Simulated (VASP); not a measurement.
**PbS (Galena): band structure with HSE06**

Crystal: PbS (Galena).

```
Pb S
1.0
     0.00000    2.96575    2.96575
     2.96575    0.00000    2.96575
     2.96575    2.96575    0.00000
Pb S
1 1
Direct
  0.00000 0.00000 0.00000
  0.50000 0.50000 0.50000
```

```json
{
 "Program": "VASP 6.6.1",
 "Task": "band structure",
 "Functional": "HSE06",
 "Potentials or basis": "VASP PAW PBE potentials, release 64 (Pb_d, S)",
 "Cutoff": "520 eV",
 "k mesh": "6 × 6 × 6",
 "Occupations": "gaussian, width 0.02 eV",
 "Spin": "no spin polarisation",
 "Grid for exact exchange (PRECFOCK)": "Fast",
 "Screening parameter": "0.2 1/A",
 "Further INCAR settings": "ALGO = Normal; EDIFF = 1e-07"
}
```

```json
{"Pressure": "1.0 GPa", "Band gap on the k mesh": "0.80 eV, direct", "Band gap along the path": "0.80 eV, direct"}
```

Levels at the corners of the path, in eV from the valence-band top:
```csv
point,band 8,band 9,band 10,band 11,band 12,band 13
Γ,-2.57,-2.57,-2.57,6.05,6.05,6.05
X,-5.88,-3.95,-3.95,4.37,6.48,6.59
X,-5.88,-3.95,-3.95,4.37,6.48,6.59
W,-5.03,-5.03,-1.24,2.76,5.41,5.41
W,-5.03,-5.03,-1.24,2.76,5.41,5.41
K,-5.42,-3.40,-2.78,3.95,4.84,5.88
K,-5.42,-3.40,-2.78,3.95,4.84,5.88
Γ,-2.57,-2.57,-2.57,6.05,6.05,6.05
Γ,-2.57,-2.57,-2.57,6.05,6.05,6.05
L,-2.16,-2.16,0.00,0.80,2.48,2.48
L,-2.16,-2.16,0.00,0.80,2.48,2.48
U,-5.42,-3.40,-2.78,3.95,4.84,5.88
U,-5.42,-3.40,-2.78,3.95,4.84,5.88
W,-5.03,-5.03,-1.24,2.76,5.41,5.41
W,-5.03,-5.03,-1.24,2.76,5.41,5.41
L,-2.16,-2.16,0.00,0.80,2.48,2.48
L,-2.16,-2.16,0.00,0.80,2.48,2.48
K,-5.42,-3.40,-2.78,3.95,4.84,5.88
U,-5.42,-3.40,-2.78,3.95,4.84,5.88
X,-5.88,-3.95,-3.95,4.37,6.48,6.59
```

It took 50 min on 1 thread of Intel(R) Xeon(R) 6975P-C (Granite Rapids), on a shared host, peak memory 0.33 GiB.

Caveat: the PAW data sets were made with another functional, which shifts forces and pressure a little; spin-orbit coupling is left out, which as a rule narrows the gap of such compounds by several tenths of an eV.
